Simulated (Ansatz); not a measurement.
Runs of Ansatz 0.2.0 on ZnS (Wurtzite-2H). It takes space group P6_3mc (No. 186, hexagonal). Conventional cell: a = 3.811 Å, b = 3.811 Å, c = 6.234 Å, α = 90.00°, β = 90.00°, γ = 120.00°. Zn (site symmetry 3m) has 4 S at 2.31 to 2.40 Å as nearest neighbours. S (site symmetry 3m) has 4 Zn at 2.31 to 2.40 Å as nearest neighbours. 

| task | level | cell | k mesh | cutoff (eV) | points for each segment of the path | mesh quality | gap on the mesh (eV) | pressure (GPa) | relaxed volume (Å³/atom) | largest force (eV/Å) |
| --- | --- | --- | --- | --- | --- | --- | --- | --- | --- | --- |
| relaxation of cell and atoms | PBEsol+D3(BJ)+ATM | relaxed | 8 × 8 × 5 | 420 | - | not flagged | 2.26 | 0.0 | 18.78 | - |
| band structure | r2SCAN0 | as given | 4 × 4 × 3 | 500 | 4 | coarse | (a) | - | - | 0.33 |
| band structure | r2SCANh | as given | 4 × 4 × 3 | 500 | 4 | coarse | 3.48 | - | - | 0.33 |
| relaxation of cell and atoms | BPBE | relaxed | 8 × 8 × 5 | 420 | - | not flagged | (c) | 0.0 | 20.17 | - |
| relaxation of cell and atoms | revPBE | relaxed | 8 × 8 × 5 | 420 | - | not flagged | 2.09 | 0.0 | 20.74 | - |
| single point | PBE | as given | 6 × 6 × 3 | 420 | - | not flagged | 2.25 | (b) | - | 0.32 |
| band structure | exchange-only PBE | as given | 8 × 8 × 5 | 420 | 14 | not flagged | 2.29 | 13.0 | - | 0.37 |
| relaxation of cell and atoms | HSE06 | relaxed | 6 × 6 × 4 | 420 | - | not flagged | 3.35 | - | 19.99 | - |

Alike in all rows: potentials or basis Ansatz PAW; no spin polarisation; smearing fermi-dirac 0.05 eV.

Problem. Fill in the values left out.

Solution. (a) 4.49; (b) 2.3; (c) 2.08.

Caveats: some runs use coarse meshes; the PAW data sets come from PBE, with cores solved anew for the run's functional, which leaves a small shift of forces and pressure (some runs); the plane-wave basis is chosen anew once the cell has moved, so the energies of steps on either side of that aren't comparable (some runs); odd divisions of the mesh miss points on the zone boundary, where band edges often lie, so the gap on the mesh can be too wide (some runs); the potentials were made for another functional, which shifts forces and pressure (some runs).

A k mesh can miss the band edges.

Not every run made on this cell is shown here.
